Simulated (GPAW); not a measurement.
Runs of GPAW 26.7.0 on Cl. It takes space group Cmce (No. 64, orthorhombic). The conventional cell has a = 6.290 Å, b = 4.500 Å, c = 8.210 Å, α = 90.00°, β = 90.00°, γ = 90.00°. Cl (site symmetry m) is surrounded by 1 Cl at 2.02 Å. 

```csv
task,level,potentials or basis,cell,k mesh,band path,band points,optimizer,fmax,max steps,gap on the mesh (eV),pressure (GPa),largest force (eV/Å)
single point,PBEsol,"PAW data sets generated in the run's folder for this functional, pw",as given,7 × 7 × 4,-,-,-,-,-,(a),-0.9,0.12
band structure,PBE,"PAW data sets generated in the run's folder for this functional, pw",as given,5 × 5 × 3,"GXSRAZGYX1A1TY,ZT",80,-,-,-,2.49,0.7,0.14
band structure,PBE,"GPAW PAW data sets (gpaw-data 1.2.1), pw",as given,5 × 5 × 3,"GXSRAZGYX1A1TY,ZT",60,-,-,-,2.49,0.7,0.14
band structure,TASK,"GPAW PAW data sets (gpaw-data 1.2.1), pw",as given,5 × 5 × 3,"GXSRAZGYX1A1TY,ZT",80,-,-,-,3.26,5.2,0.34
relaxation of cell and atoms,LDA,"the program's PAW data sets (release 1.2.1) made for this functional, pw",relaxed,5 × 5 × 3,-,-,FIRE,0.01 eV/Å,100,(b),0.0,-
```

Alike in all rows: no spin polarisation; cutoff (eV) 600; smearing fermi-dirac 0.05 eV.

Task: Estimate the missing entries.

Result: (a) 2.43; (b) 1.79.

Caveats: an odd mesh through Γ misses points on the zone boundary, where band edges often lie (some runs); the PAW data sets were made with another functional, which shifts forces and pressure a little (some runs); later steps reuse the first step's grids (some runs).

Not every run made on this cell is shown here.
